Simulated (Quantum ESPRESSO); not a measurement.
The system is BP.

```
P B
1.0
     0.00000    2.26900    2.26900
     2.26900    0.00000    2.26900
     2.26900    2.26900    0.00000
P B
1 1
Direct
  0.75000 0.75000 0.75000
  0.00000 0.00000 0.00000
```

Base run:

```yaml
Program: Quantum ESPRESSO 7.5
Functional: WC
Potentials_or_basis: GBRV 1.5 PBE
Cutoff: 612 eV
Density_cutoff: 4898 eV
k_mesh: 8 × 8 × 8, shifted
Occupations: fermi-dirac, width 0.05 eV
Spin: no spin polarisation
```

Its results: pressure -1.7 GPa; electronic dielectric tensor (diagonal) 9.31.

The run is repeated on the same cell with these changes: functional from WC to AM05. What comes out?

Pressure -2.3 GPa; electronic dielectric tensor (diagonal) 9.35.

Caveats: the potentials were made for another functional, which shifts forces and pressure.
